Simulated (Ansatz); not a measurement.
# Sb: single point with PBE

Sb:

```
Sb
1.0
     3.16000    0.00000    0.00000
     0.00000    3.16000    0.00000
     0.00000    0.00000    3.16000
Sb
1
Direct
  0.00000 0.00000 0.00000
```

This isn't the form of Sb at room conditions, which is rhombohedral.

```
Program             : Ansatz 0.2.0
Task                : single point
Functional          : PBE
Potentials or basis : Ansatz PAW
Cutoff              : 420 eV (not typed: the program's choice for these potentials)
k mesh              : 8 × 8 × 8
Occupations         : gaussian, width 0.016 eV
Spin                : no spin polarisation
```

| Property | Result |
| --- | --- |
| Pressure | -2.3 GPa |
| Band gap on the k mesh | none (metal or under the smearing width) |

Levels at points of the mesh, in eV from the Fermi level:
```tsv
k point	band 4	band 5	band 6	band 7	band 8	band 9	band 10	band 11	band 12
(0.00, 0.00, 0.00)	-28.92	-28.92	-11.91	3.18	3.18	3.18	7.10	7.10	7.97
(0.00, 0.00, -0.50)	-28.94	-28.92	-9.68	-5.14	5.01	5.01	9.32	10.47	11.33
(0.00, -0.50, -0.50)	-28.96	-28.86	-7.35	-3.23	-3.23	2.45	6.84	13.05	13.05
(-0.50, -0.50, -0.50)	-28.86	-28.86	-4.80	-1.45	-1.45	-1.45	5.02	5.02	5.02
```

Run time: 0.46 s on 2 threads of Arm Neoverse V2 (shared host), peak memory 0.26 GiB.

The run has no spin-orbit coupling, so splittings on Sb are missing.
